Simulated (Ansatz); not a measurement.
CdS (Hawleyite):

```
Cd S
1.0
     0.00000    2.91650    2.91650
     2.91650    0.00000    2.91650
     2.91650    2.91650    0.00000
Cd S
1 1
Direct
  0.00000 0.00000 0.00000
  0.75000 0.75000 0.75000
```

| Property | Result |
| --- | --- |
| Program | Ansatz 0.2.0 |
| Task | relaxation of cell and atoms |
| Functional | B3LYP |
| Potentials or basis | Ansatz PAW |
| Cutoff | 420 eV (not typed: the program's choice for these potentials) |
| k mesh | 4 × 4 × 4 |
| Occupations | fermi-dirac, width 0.05 eV |
| Spin | no spin polarisation |

At the start: volume 24.81 Å³/atom.

Question: How do energy, volume and symmetry change on relaxing?

Answer: It ends after 3 steps and the volume is 26.64 Å³/atom (+7.4 %); space group F-43m (No. 216, to 0.05 Å).

The path:
```csv
step,energy change (eV),largest force (eV/Å),volume (Å³)
1,0.0000,0.0000,49.62
2,-0.0471,0.0000,53.29
3,-0.0487,0.0000,53.29
```

Final structure:
```xyz
2
Lattice="0.0000 2.9868 2.9868 2.9868 0.0000 2.9868 2.9868 2.9868 0.0000" Properties=species:S:1:pos:R:3 pbc="T T T"
Cd    0.0000    0.0000    0.0000
S     4.4802    4.4802    4.4802
```

Caveat: the k mesh is coarse (spacing up to 0.47 Å⁻¹), so the values aren't converged, least of all with exact exchange; the plane-wave basis is chosen anew once the cell has moved, so the energies of steps on either side of that aren't comparable; the PAW data sets come from PBE, with cores solved anew for the run's functional, which leaves a small shift of forces and pressure.
